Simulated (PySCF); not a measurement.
Molecule: piperidine (SMILES C1CCNCC1).

Bonds (- single, = double, # triple, : aromatic): C1-C2, C2-C3, C3-N4, N4-C5, C5-C6, C6-C1. C1 carries H7, H8; C2 carries H9, H10; C3 carries H11, H12; N4 carries H13; C5 carries H14, H15; C6 carries H16, H17.

Frames of a GFN2-xTB Langevin trajectory at 400 K; GIAO PBE0/pcSseg-1 shieldings in PySCF 2.14, gas phase, non-relativistic; equivalent atoms averaged within each frame.

Chemical shifts δ = σref − σ; TMS for 13C (σref 186.93), 1H (σref 31.72); NH3 for 15N (σref 267.73), all at this level. The references are static minima.

Question: How do the shifts (ppm) fluctuate along the trajectory?

Answer: 
```csv
time (fs),C3/C5,C2/C6,C1,N4,H11/H12/H14/H15,H7/H8,H9/H10/H16/H17,H13
optimised geometry,52.1,33.2,29.5,60.8,2.87,1.68,1.29,-0.05
250,53.1,34.6,26.1,83.8,2.46,1.95,1.71,0.32
425,53.1,39.3,34.0,66.7,2.57,3.53,1.47,0.45
625,56.6,36.8,35.6,53.3,3.44,2.02,1.45,-0.76
800,49.1,31.7,29.8,58.8,3.17,1.93,1.25,0.88
1000,56.4,33.2,28.4,60.8,3.43,2.53,2.46,0.04
mean of frames,53.7,35.1,30.8,64.7,3.02,2.39,1.67,0.19
standard deviation,3.0,3.0,4.0,11.7,0.47,0.68,0.47,0.61
```

5 frames give an uncertainty of the mean of about the standard deviation over 2.2 at best, since frames this close in time may not be independent; classical motion lacks zero-point vibration, and the reference would need the same averaging.
